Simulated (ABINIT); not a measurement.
# TaN (P-6m2) in ABINIT: notebook

One crystal, TaN, is run at these levels: PBEsol; tasks: relaxation of cell and atoms.

Program: ABINIT 10.8.3 (patched build). These are calculated values, not measurements. Logs are shortened: lines on timing, memory, paths and dates and some standing lists are left out, and cuts for length are marked. The log counts tension as positive stress, the text compression.

## Step 1: Starting point

It takes space group P-6m2 (No. 187, hexagonal). Conventional cell: a = 2.938 Å, b = 2.938 Å, c = 2.883 Å, α = 90.00°, β = 90.00°, γ = 120.00°. Around Ta (site symmetry -6m2) lie 6 N at 2.23 Å. N (site symmetry -6m2) is surrounded by 6 Ta at 2.23 Å.

## Step 2: Relaxation of cell and atoms, PBEsol

Input file run.abi:

```
pp_dirpath "./"
pseudos "Ta.GGA_PBE-JTH.xml, N.GGA_PBE-JTH.xml"

acell 3*1.0
rprim
     5.5520153542     0.0000000000     0.0000000000
    -2.7760076771     4.8081863389     0.0000000000
     0.0000000000     0.0000000000     5.4480804173
ntypat 2
znucl 73 7
natom 2
typat 1 2
xcart
     0.0000000000     0.0000000000     1.4415000000
     1.4690000001     0.8481275453     0.0000000000 Angstrom
chkprim 0
chksymtnons 0
tolsym 1.0e-6

ecut 26.0
pawecutdg 48.0
pawxcdev 0

kptopt 1
ngkpt 10 10 9
nshiftk 1
shiftk 0.0 0.0 0.0

ixc -116133

nband 13
occopt 3
tsmear 0.00183747

nstep 100
tolvrs 1.0e-9

iomode 3
prtwf 0
prtden 0
prteig 0
prtebands 0
enunit 2

ionmov 2
ntime 60
tolmxf 5.0e-5
optcell 2
dilatmx 1.08
ecutsm 0.5
```

Potentials or basis: JTH PAW PBE v2.0.

The run is started by

```sh
abinit run.abi > log 2>&1
```

run.abo:

```text
.Version 10.8.3 of ABINIT
 Symmetries : space group P-6 m 2 (#187); Bravais hP (primitive hexag.)
================================================================================
 Values of the parameters that define the memory need of the present run
     intxc =       0    ionmov =       2      iscf =      17    lmnmax =      18
     lnmax =       6     mgfft =      30  mpssoang =       3    mqgrid =    3001
     natom =       2  nloc_mem =       2    nspden =       1   nspinor =       1
    nsppol =       1      nsym =      12    n1xccc =       1    ntypat =       2
    occopt =       3   xclevel =       2
       mpw =        1172          nfft =       27000          nkpt =          70
 PAW method is used; the additional fine FFT grid is defined by:
   mgfftf=        40    nfftf =     64000
================================================================================
================================================================================

--------------------------------------------------------------------------------
------------- Echo of variables that govern the present computation ------------
--------------------------------------------------------------------------------
 -outvars: echo values of preprocessed input variables --------
            acell      1.0000000000E+00  1.0000000000E+00  1.0000000000E+00 Bohr
              amu      1.80947900E+02  1.40067400E+01
          chkprim           0
      chksymtnons           0
          dilatmx      1.08000000E+00
             ecut      2.60000000E+01 Hartree
           ecutsm      5.00000000E-01 Hartree
           enunit           2
           ionmov           2
                       outvar_i_n : Printing only first  50 k-points.
              ixc     -116133
                       outvar_i_n : Printing only first  50 k-points.
         kptrlatt       10    0    0      0   10    0      0    0    9
          kptrlen      4.90327238E+01
            natom           2
            nband          13
            ngfft          30      30      30
          ngfftdg          40      40      40
             nkpt          70
            nstep         100
             nsym          12
            ntime          60
           ntypat           2
                       prtocc : prtvol=0, do not print more k-points.
           occopt           3
          optcell           2
        pawecutdg      4.80000000E+01 Hartree
         pawxcdev           0
           prtden           0
        prtebands           0
           prteig           0
            prtwf           0
            rprim      5.5520153542E+00  0.0000000000E+00  0.0000000000E+00
                      -2.7760076771E+00  4.8081863389E+00  0.0000000000E+00
                       0.0000000000E+00  0.0000000000E+00  5.4480804173E+00
          spgroup         187
           tolsym      1.00000000E-06
           tolvrs      1.00000000E-09
           tsmear      1.83747000E-03 Hartree
            typat      1  2
           useylm           1
                       outvars : Printing only first  50 k-points.
           xangst      0.0000000000E+00  0.0000000000E+00  1.4415000000E+00
                       1.4689999990E+00  8.4812754486E-01  9.7689735801E-10
            xcart      0.0000000000E+00  0.0000000000E+00  2.7240402105E+00
                       2.7760076771E+00  1.6027287796E+00  1.8460684598E-09
             xred      0.0000000000E+00  0.0000000000E+00  5.0000000034E-01
                       6.6666666667E-01  3.3333333333E-01  3.3884750561E-10
            znucl       73.00000    7.00000

================================================================================

 chkinp: Checking input parameters for consistency.

================================================================================
== DATASET  1 ==================================================================

--- !DatasetInfo
iteration_state: {dtset: 1, }
dimensions: {natom: 2, nkpt: 70, mband: 13, nsppol: 1, nspinor: 1, nspden: 1, mpw: 1172, }
cutoff_energies: {ecut:  26.0, pawecutdg:  48.0, }
electrons: {nelect:   1.80000000E+01, charge:   0.00000000E+00, occopt:   3.00000000E+00, tsmear:   1.83747000E-03, }
meta: {optdriver: 0, ionmov: 2, optcell: 2, iscf: 17, paral_kgb: 0, }
...

 Real(R)+Recip(G) space primitive vectors, cartesian coordinates (Bohr,Bohr^-1):
 R(1)=  5.5520154  0.0000000  0.0000000  G(1)=  0.1801148  0.1039893  0.0000000
 R(2)= -2.7760077  4.8081863  0.0000000  G(2)=  0.0000000  0.2079786  0.0000000
 R(3)=  0.0000000  0.0000000  5.4480804  G(3)=  0.0000000  0.0000000  0.1835509
 Unit cell volume ucvol=  1.4543718E+02 bohr^3
 Angles (23,13,12)=  9.00000000E+01  9.00000000E+01  1.20000000E+02 degrees

 Coarse grid specifications (used for wave-functions):

 getcut: wavevector=  0.0000  0.0000  0.0000  ngfft=  30  30  30
         ecut(hartree)=     30.326   => boxcut(ratio)=   2.18131

 Fine grid specifications (used for densities):

 getcut: wavevector=  0.0000  0.0000  0.0000  ngfft=  40  40  40
         ecut(hartree)=     55.987   => boxcut(ratio)=   2.13895

--- Pseudopotential description ------------------------------------------------
- pspini: atom type   1  psp file is ./Ta.GGA_PBE-JTH.xml
 Pseudopotential format is: paw10
 basis_size (lnmax)=  6 (lmn_size= 18), orbitals=   0   0   1   1   2   2
 Spheres core radius: rc_sph= 2.41973345
 Shapefunction is SIN type: shapef(r)=[sin(pi*r/rshp)/(pi*r/rshp)]**2
 Radius for shape functions =  2.11065461
 Compensation charge density is not taken into account in XC energy/potential

- pspini: atom type   2  psp file is ./N.GGA_PBE-JTH.xml
 Pseudopotential format is: paw10
 basis_size (lnmax)=  4 (lmn_size=  8), orbitals=   0   0   1   1
 Spheres core radius: rc_sph= 1.20497474
 Shapefunction is SIN type: shapef(r)=[sin(pi*r/rshp)/(pi*r/rshp)]**2
 Radius for shape functions =  1.00243812
 Compensation charge density is not taken into account in XC energy/potential

   1.44004365E+03                                ecore*ucvol(ha*bohr**3)
--------------------------------------------------------------------------------

================================================================================

=== [ionmov= 2] Broyden-Fletcher-Goldfarb-Shanno method (forces)
================================================================================

--- Iteration: ( 1/60) Internal Cycle: (1/1)
--------------------------------------------------------------------------------

---SELF-CONSISTENT-FIELD CONVERGENCE--------------------------------------------

--- !BeginCycle
iteration_state: {dtset: 1, itime: 1, icycle: 1, }
solver: {iscf: 17, nstep: 100, nline: 4, wfoptalg: 10, }
tolerances: {tolvrs: 1.00E-09, }
...

     iter   Etot(hartree)      deltaE(h)  residm     nres2
 ETOT  1  -65.419443677792    -6.542E+01 1.578E+01 2.176E+01
 ETOT  2  -69.365798029762    -3.946E+00 3.555E-01 1.392E+02
 ETOT  3  -69.199611358068     1.662E-01 1.243E-01 4.922E+01
 ETOT  4  -69.131787236456     6.782E-02 2.580E-02 6.306E+00
 ETOT  5  -69.158424936383    -2.664E-02 2.078E-02 2.399E+01
 ETOT  6  -69.114529445367     4.390E-02 1.083E-02 1.451E+00
 ETOT  7  -69.119002084128    -4.473E-03 4.932E-03 3.442E-02
 ETOT  8  -69.119400341337    -3.983E-04 1.887E-03 2.577E-01
 ETOT  9  -69.119057239506     3.431E-04 3.736E-03 1.966E-03
 ETOT 10  -69.119074409819    -1.717E-05 3.408E-03 2.864E-03
 ETOT 11  -69.119073160789     1.249E-06 2.194E-03 2.186E-03
 ETOT 12  -69.119070351095     2.810E-06 1.780E-03 7.694E-05
 ETOT 13  -69.119070529281    -1.782E-07 1.491E-03 1.784E-04
 ETOT 14  -69.119070501699     2.758E-08 8.362E-04 1.442E-04
 ETOT 15  -69.119070366489     1.352E-07 7.624E-04 2.705E-07
 ETOT 16  -69.119070368260    -1.771E-09 3.936E-04 1.368E-07
[... 437 lines left out ...]
 Gradient of E wrt nuclear positions in reduced coordinates (gred)
  0.00000000000000E+00  0.00000000000000E+00  0.00000000000000E+00
  0.00000000000000E+00  0.00000000000000E+00  0.00000000000000E+00
 Scale of Primitive Cell (acell) [bohr]
  5.52788261436429E+00  5.52788261433113E+00  5.42670311369511E+00
 Real space primitive translations (rprimd) [bohr]
  5.52788261436429E+00  0.00000000000000E+00  0.00000000000000E+00
 -2.76394130718215E+00  4.78728677313953E+00  0.00000000000000E+00
  0.00000000000000E+00  0.00000000000000E+00  5.42670311369511E+00
 Unitary Cell Volume (ucvol) [Bohr^3]=  1.43609879778741E+02
 Angles (23,13,12)= [degrees]
  9.00000000000000E+01  9.00000000000000E+01  1.20000000000198E+02
 Lengths [Bohr]
  5.52788261436429E+00  5.52788261433113E+00  5.42670311369511E+00
 Stress tensor in cartesian coordinates (strten) [Ha/bohr^3]
  3.31669462727557E-09  0.00000000000000E+00  0.00000000000000E+00
  0.00000000000000E+00  3.31781158102729E-09  0.00000000000000E+00
  0.00000000000000E+00  0.00000000000000E+00  1.54336093488583E-08
 Total energy (etotal) [Ha]= -6.91192101538866E+01

 Difference of energy with previous step (new-old):
           Absolute (Ha)=-3.92414E-09
           Relative     =-5.67735E-11

 At Broyd/MD step   5, gradients are converged :
  max grad (force/stress) = 1.5434E-06 < tolmxf= 5.0000E-05 ha/bohr (free atoms)

================================================================================

 ----iterations are completed or convergence reached----

 Mean square residual over all n,k,spin=   24.420E-10; max=  11.896E-07
 reduced coordinates (array xred) for    2 atoms
       0.000000000000      0.000000000000      0.500000000339
       0.666666666667      0.333333333333      0.000000000339
 rms dE/dt=  0.0000E+00; max dE/dt=  0.0000E+00; dE/dt below (all hartree)
    1       0.000000000000      0.000000000000      0.000000000000
    2       0.000000000000      0.000000000000      0.000000000000

 cartesian coordinates (angstrom) at end:
    1      0.00000000000000     0.00000000000000     1.43584380905087
    2      1.46261475104199     0.84444102022805     0.00000000097306

 cartesian forces (hartree/bohr) at end:
    1     -0.00000000000000    -0.00000000000000    -0.00000000000000
    2     -0.00000000000000    -0.00000000000000    -0.00000000000000
 frms,max,avg= 0.0000000E+00 0.0000000E+00   0.000E+00  0.000E+00  0.000E+00 h/b

 cartesian forces (eV/Angstrom) at end:
    1     -0.00000000000000    -0.00000000000000    -0.00000000000000
    2     -0.00000000000000    -0.00000000000000    -0.00000000000000
 frms,max,avg= 0.0000000E+00 0.0000000E+00   0.000E+00  0.000E+00  0.000E+00 e/A
 length scales=  5.527882614364  5.527882614331  5.426703113695 bohr
              =  2.925229502084  2.925229502066  2.871687616156 angstroms
 Fermi (or HOMO) energy (hartree) =   0.18288   Average Vxc (hartree)=  -0.49744
 Eigenvalues (hartree) for nkpt=  70  k points:
 kpt#   1, nband= 13, wtk=  0.00111, kpt=  0.0000  0.0000  0.0000 (reduced coord)
  -2.33375   -1.09591   -1.08583   -1.08583   -0.47346    0.01174    0.01174    0.02378
   0.07365    0.26604    0.31559    0.31559    0.33021
      occupation numbers for kpt#   1
   2.00000    2.00000    2.00000    2.00000    2.00000    2.00000    2.00000    2.00000
   2.00000    0.00000    0.00000    0.00000    0.00000
 prteigrs : prtvol=0 or 1, do not print more k-points.

 Fermi (or HOMO) energy (eV) =   4.97653   Average Vxc (eV)= -13.53612
 Eigenvalues (   eV  ) for nkpt=  70  k points:
 kpt#   1, nband= 13, wtk=  0.00111, kpt=  0.0000  0.0000  0.0000 (reduced coord)
 -63.50456  -29.82126  -29.54682  -29.54682  -12.88360    0.31948    0.31948    0.64705
   2.00411    7.23944    8.58774    8.58774    8.98559
 prteigrs : prtvol=0 or 1, do not print more k-points.

--- !EnergyTerms
iteration_state     : {dtset: 1, itime: 5, icycle: 1, }
comment             : Components of total free energy in Hartree
kinetic             :  1.19651988835734E+01
hartree             :  8.14207826864177E+00
xc                  : -1.08370107106010E+01
Ewald energy        : -6.17797345286987E+01
psp_core            :  1.00274692287266E+01
local_psp           : -1.14744624368398E+01
PAW spherical_terms : -1.51627372430471E+01
internal            : -6.91191985382449E+01
'-kT*entropy'       : -1.16477160830792E-05
total_energy        : -6.91192101859610E+01
total_energy_eV     : -1.88082952538733E+03
...

--- !EnergyTermsDC
iteration_state     : {dtset: 1, itime: 5, icycle: 1, }
comment             : '"Double-counting" decomposition of free energy'
band_energy         : -1.20466684221990E+01
Ewald energy        : -6.17797345286987E+01
psp_core            :  1.00274692287266E+01
xc_dc               : -1.16776721099349E+01
PAW spherical_terms :  6.35740732593557E+00
internal            : -6.91191985061705E+01
'-kT*entropy'       : -1.16477160830792E-05
total_energy_dc     : -6.91192101538866E+01
total_energy_dc_eV  : -1.88082952451454E+03
...

--- !EnergyTermsWithPAWCore
iteration_state     : {dtset: 1, itime: 5, icycle: 1, }
comment             : 'Components of total free energy, including PAW core contributions'
Total energy        : -1.56549902653498E+04
Total energy DC     : -1.56549902653178E+04
Total energy (eV)   : -4.25993986787507E+05
Total energy DC (eV): -4.25993986786635E+05
...

 Cartesian components of stress tensor (hartree/bohr^3)
  sigma(1 1)=  3.31669463E-09  sigma(3 2)=  0.00000000E+00
  sigma(2 2)=  3.31781158E-09  sigma(3 1)=  0.00000000E+00
  sigma(3 3)=  1.54336093E-08  sigma(2 1)=  0.00000000E+00

-Cartesian components of stress tensor (GPa)         [Pressure= -2.1642E-04 GPa]
- sigma(1 1)=  9.75805249E-05  sigma(3 2)=  0.00000000E+00
- sigma(2 2)=  9.76133868E-05  sigma(3 1)=  0.00000000E+00
- sigma(3 3)=  4.54072464E-04  sigma(2 1)=  0.00000000E+00

== END DATASET(S) ==============================================================
================================================================================

 -outvars: echo values of variables after computation  --------
            acell      5.5278826144E+00  5.5278826143E+00  5.4267031137E+00 Bohr
           etotal     -6.9119210154E+01
            fcart     -0.0000000000E+00 -0.0000000000E+00 -0.0000000000E+00
                      -0.0000000000E+00 -0.0000000000E+00 -0.0000000000E+00
            rprim      1.0000000000E+00  0.0000000000E+00  0.0000000000E+00
                      -5.0000000000E-01  8.6602540378E-01  0.0000000000E+00
                       0.0000000000E+00  0.0000000000E+00  1.0000000000E+00
           strten      3.3166946273E-09  3.3178115810E-09  1.5433609349E-08
                       0.0000000000E+00  0.0000000000E+00  0.0000000000E+00
           xangst      4.4317487289E-29  2.5586713216E-29  1.4358438091E+00
                       1.4626147510E+00  8.4444102023E-01  9.7306418563E-10
             xred      2.0200118661E-29  1.0100059331E-29  5.0000000034E-01
                       6.6666666667E-01  3.3333333333E-01  3.3884750561E-10
 Calculation completed.
```

Run time: 74 s. Hardware: 1 thread of AMD EPYC 9R45 (Zen 5), shared host; peak memory 0.14 GiB.

What came out:

```yaml
Free_energy: -1880.8295 eV
Relaxed_volume: 10.64 Å³/atom
Relaxed_cell: a = 2.925 Å, b = 2.925 Å, c = 2.872 Å, α = 90.00°, β = 90.00°, γ = 120.00°
Space_group_after_relaxing_to_0.05_Å: P-6m2 (No. 187)
Energy_gained_by_relaxing: 1.9 meV/atom
Ionic_steps: 5
Pressure_after_relaxing: 0.0 GPa
Band_gap_on_the_k_mesh: none (metal or under the smearing width)
Valence_electrons_inside_the_program's_atomic_spheres: Ta 10.79; N 2.54
```

The path:
```tsv
step	energy change (eV)	largest force (eV/Å)	pressure (GPa)	volume (Å³)
1	0.0000	0.0000	-4.46	21.55
2	-0.0038	0.0000	0.39	21.26
3	-0.0038	0.0000	-0.01	21.28
4	-0.0038	0.0000	-0.01	21.28
5	-0.0038	0.0000	0.00	21.28
```

Final structure:
```xyz
2
Lattice="2.9252 0.0000 0.0000 -1.4626 2.5333 0.0000 0.0000 0.0000 2.8717" Properties=species:S:1:pos:R:3 pbc="T T T"
Ta    0.0000    0.0000    1.4358
N     1.4626    0.8444    0.0000
```

Caveat: the PAW data sets were made with another functional, which shifts forces and pressure a little. The run has no spin-orbit coupling, so splittings on Ta are missing.

## Step 3: Relaxation of cell and atoms, PBEsol, target pressure 10 GPa, at which the enthalpy is minimised

run.abi: that of step 2 with these lines changed.

```diff
@@ -50 +50,2 @@
 ecutsm 0.5
+strtarget 3*-3.398931e-04 3*0.0
```

Potentials or basis: JTH PAW PBE v2.0.

The run is started by

```sh
abinit run.abi > log 2>&1
```

Wall time 85 s (1 thread of AMD EPYC 9R45 (Zen 5), shared host); peak memory 0.14 GiB.

It converged, with:

| Item | Value |
| --- | --- |
| Free energy | -1880.8128 eV |
| Relaxed volume | 10.37 Å³/atom |
| Relaxed cell | a = 2.898 Å, b = 2.898 Å, c = 2.850 Å, α = 90.00°, β = 90.00°, γ = 120.00° |
| Space group after relaxing (to 0.05 Å) | P-6m2 (No. 187) |
| Energy change on relaxing (the enthalpy is what falls) | +6.5 meV/atom |
| Ionic steps | 5 |
| Pressure after relaxing | 10.0 GPa |
| Band gap on the k mesh | none (metal or under the smearing width) |
| Valence electrons inside the program's atomic spheres | Ta 10.86; N 2.55 |

Step by step:
```tsv
step	energy change (eV)	largest force (eV/Å)	pressure (GPa)	volume (Å³)
1	0.0000	0.0000	-4.46	21.55
2	0.0214	0.0000	12.43	20.61
3	0.0125	0.0000	9.87	20.74
4	0.0128	0.0000	9.97	20.73
5	0.0130	0.0000	10.00	20.73
```

Final structure:
```cif
data_structure
_symmetry_space_group_name_H-M 'P 1'
_symmetry_Int_Tables_number 1
_cell_length_a 2.8982
_cell_length_b 2.8982
_cell_length_c 2.8500
_cell_angle_alpha 90.000
_cell_angle_beta 90.000
_cell_angle_gamma 120.000
_cell_volume 20.73
loop_
_atom_site_label
_atom_site_type_symbol
_atom_site_fract_x
_atom_site_fract_y
_atom_site_fract_z
_atom_site_occupancy
Ta1 Ta 0.00000 0.00000 0.50000 1
N1 N 0.66667 0.33333 0.00000 1
```

Levels at points of the mesh, in eV from the Fermi level:
```tsv
k point	band 7	band 8	band 9	band 10	band 11	band 12
(0.00, 0.00, 0.00)	-4.76	-4.46	-3.01	2.48	3.73	3.73
(0.50, 0.00, 0.00)	-5.45	-3.71	-3.27	3.09	4.26	5.38
```

Caveat: the PAW data sets were made with another functional, which shifts forces and pressure a little. The run has no spin-orbit coupling, so splittings on Ta are missing.

(Continued in part 2 of 2.)
